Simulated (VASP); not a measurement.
Input of a VASP 6.6.1 run:

The input INCAR:

```
SYSTEM = ZnSnN2
PREC = Normal ; ENCUT = 520
EDIFF = 1E-4 ; ISMEAR = 0
SIGMA = 0.15 ; LREAL = .FALSE.
LASPH = .TRUE. ; NELM = 60
ALGO = Fast ; ISIF = 3
LWAVE = .FALSE. ; LCHARG = .FALSE.
GGA = PE ; IBRION = 2
NSW = 24 ; EDIFFG = -0.08
```

The input KPOINTS:

```
Automatic mesh
0
G
  5 5 3
  0 0 0
```

The input POSCAR:

```
ZnSnN2
1.0
    3.3900000000      0.0000000000      0.0000000000
    0.0000000000      3.3900000000      0.0000000000
    0.0000000000      0.0000000000      4.8000000000
Zn Sn N
1 1 2
Direct
    0.0000000000      0.0000000000      0.0000000000
    0.5000000000      0.5000000000      0.5000000000
    0.0000000000      0.5000000000      0.2600000000
    0.5000000000      0.0000000000      0.7400000000
```

Potentials or basis: VASP PAW PBE potentials, release 64 (Zn, Sn_d, N).

The run is started by

```sh
$ cat potpaw_PBE.64/Zn/POTCAR potpaw_PBE.64/Sn_d/POTCAR potpaw_PBE.64/N/POTCAR > POTCAR
$ mpirun -np 1 vasp_std > vasp.out
```

Predict the relaxed volume.

13.94 Å³/atom.

What does it give for the band gap on the k mesh?

None (metal or under the smearing width).

Stress tensor (GPa, compression positive):
```
 0.28  0.00  0.00
 0.00  0.28  0.00
 0.00  0.00 -0.58
```

Caveat: the k mesh is coarse (spacing up to 0.44 Å⁻¹), so the values aren't converged.
